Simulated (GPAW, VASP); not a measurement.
Given: the input of a run of GPAW 26.7.0 (ASE script) on WC (Qusongite). 

Contents of run.py:

```python
from ase import Atoms
from ase.dft.bandgap import bandgap
from ase.io import write
from ase.units import GPa
from gpaw import GPAW, PW

atoms = Atoms(['W', 'C'],
              cell=[[2.9065, 0.0, 0.0],
                    [-1.45325, 2.5171028361, 0.0],
                    [0.0, 0.0, 2.8366]],
              scaled_positions=[[0.0, 0.0, 0.0],
                                [0.6666666667, 0.3333333333, 0.5]],
              pbc=True)

calc = GPAW(mode=PW(800),
            xc='PBE',
            kpts={'size': (10, 10, 9), 'gamma': True},
            occupations={'name': 'methfessel-paxton', 'order': 0, 'width': 0.014},
            nbands=19,
            convergence={'density': 1e-05, 'energy': 1e-05},
            maxiter=150,
            txt='gpaw.txt')
atoms.calc = calc
energy = atoms.get_potential_energy()
forces = atoms.get_forces()
stress = atoms.get_stress()
calc.write('gs.gpw')
write('result.traj', atoms)
print(f'Energy: {energy:.6f} eV')
print('Forces (eV/A):')
print(forces.round(4))
print('Stress (GPa):', (stress / GPa).round(3))
print('Fermi level:', round(calc.get_fermi_level(), 4), 'eV')
print(f'Gap: {bandgap(calc)[0]:.4f} eV, direct: {bandgap(calc, direct=True)[0]:.4f} eV')
```

Potentials or basis: GPAW PAW data sets (gpaw-data 1.2.1), pw.

The run is started by

```console
$ OMP_NUM_THREADS=1 python run.py
```

Set up the same calculation for VASP 6.6.1. Potentials or basis there: PBE PAW files C, W_sv, 520 eV.

As run (cutoffs and basis follow the program's own potentials, and thresholds, step limits or extra output files can differ):

INCAR

```
  PREC = Accurate
  ENCUT = 520
  EDIFF = 1E-7
  ISMEAR = 0
  SIGMA = 0.014
  LREAL = False
  LASPH = True
  NELM = 60
  ALGO = Fast
  ISIF = 2
  LWAVE = False
  LCHARG = True
  GGA = PE
  LELF = True
  LVHAR = True
```

The input KPOINTS:

```
Automatic mesh
0
Gamma
  10 10 9
```

POSCAR

```
WC
1.0
    2.9065000000      0.0000000000      0.0000000000
   -1.4532500000      2.5171028361      0.0000000000
    0.0000000000      0.0000000000      2.8366000000
W C
1 1
Direct
    0.0000000000      0.0000000000      0.0000000000
    0.6666666667      0.3333333333      0.5000000000
```

Potentials or basis: VASP PAW PBE potentials, release 64 (W_sv, C).

Launch:

```console
$ cat potpaw_PBE.64/W_sv/POTCAR potpaw_PBE.64/C/POTCAR > POTCAR
$ mpirun -np 1 vasp_std > vasp.out
```

Both were run:

|  | GPAW | VASP |
| --- | --- | --- |
| Pressure | 5.4 GPa | 6.7 GPa |

Pressure is positive in compression.
